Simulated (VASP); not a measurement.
PbO: density of states with PBE

Crystal: PbO.

```
CELL_PARAMETERS angstrom
3.99000 0.00000 0.00000
0.00000 3.99000 0.00000
0.00000 0.00000 5.01000
ATOMIC_POSITIONS crystal
Pb 0.00000 0.50000 0.24000
Pb 0.50000 0.00000 0.76000
O 0.00000 0.00000 0.00000
O 0.50000 0.50000 0.00000
```

| Item | Value |
| --- | --- |
| Program | VASP 6.6.1 |
| Task | density of states |
| Functional | PBE |
| Potentials or basis | VASP PAW PBE potentials, release 64 (Pb_d, O) |
| Cutoff | 520 eV |
| k mesh | 12 × 12 × 10 |
| Occupations | fermi-dirac, width 0.05 eV |
| Spin | no spin polarisation |
| k mesh for the DOS | 18 × 18 × 15 |
| Occupations for the DOS | tetrahedron |
| Further INCAR settings | ALGO = Normal; EDIFF = 1e-06; NBANDS = 28 |

- Valence electrons inside the program's atomic spheres: Pb 11.87; O 4.97

Levels at points of the mesh, in eV from the valence-band top:
```tsv
k point	band 16	band 17	band 18	band 19	band 20	band 21	band 22	band 23	band 24	band 25
(0.00, 0.00, 0.00)	-4.16	-1.65	-1.57	-1.57	-0.01	2.41	5.54	5.54	5.60	6.62
(0.50, 0.00, 0.00)	-3.12	-2.90	-2.90	-1.64	-1.64	3.38	3.38	6.61	6.61	6.63
(0.50, 0.50, 0.00)	-3.33	-1.66	-1.66	-0.96	-0.96	1.15	1.15	5.26	5.26	7.86
```

States per cell in windows of 1 eV (zero at the valence-band top; states under -8 eV left out):
| from (eV) | total | O3_p | O4_p | Pb1_p | Pb2_p | Pb1_s | Pb2_s |
| --- | --- | --- | --- | --- | --- | --- | --- |
| -8.0 | 2.30 | 0.17 | 0.17 | 0.01 | 0.01 | 0.62 | 0.62 |
| -7.0 | 0.78 | 0.04 | 0.04 | 0.01 | 0.01 | 0.21 | 0.21 |
| -6.0 | 0.25 | 0.01 | 0.01 | 0.00 | 0.00 | 0.07 | 0.07 |
| -5.0 | 1.39 | 0.29 | 0.29 | 0.09 | 0.09 | 0.02 | 0.02 |
| -4.0 | 2.63 | 0.64 | 0.64 | 0.15 | 0.15 | 0.01 | 0.01 |
| -3.0 | 2.61 | 0.70 | 0.70 | 0.12 | 0.12 | 0.03 | 0.03 |
| -2.0 | 4.34 | 1.22 | 1.22 | 0.16 | 0.16 | 0.13 | 0.13 |
| -1.0 | 1.07 | 0.25 | 0.25 | 0.04 | 0.04 | 0.08 | 0.08 |
| 0.0 | 0.00 | 0.00 | 0.00 | 0.00 | 0.00 | 0.00 | 0.00 |
| 1.0 | 0.14 | 0.00 | 0.00 | 0.02 | 0.02 | 0.00 | 0.00 |
| 2.0 | 1.73 | 0.12 | 0.12 | 0.20 | 0.20 | 0.06 | 0.06 |
| 3.0 | 2.18 | 0.21 | 0.21 | 0.21 | 0.21 | 0.11 | 0.11 |
| 4.0 | 1.27 | 0.09 | 0.09 | 0.18 | 0.18 | 0.02 | 0.02 |
| 5.0 | 1.84 | 0.11 | 0.11 | 0.30 | 0.30 | 0.03 | 0.03 |
| 6.0 | 2.13 | 0.13 | 0.13 | 0.44 | 0.44 | 0.01 | 0.01 |
| 7.0 | 2.63 | 0.23 | 0.23 | 0.54 | 0.54 | 0.01 | 0.01 |

It took 5.5 min on 4 MPI ranks on Intel(R) Xeon(R) Platinum 8375C CPU @ 2.90GHz (Ice Lake), with other jobs on the host, peak memory 0.78 GiB a rank.

Spin-orbit coupling is left out, which matters for the levels of Pb.
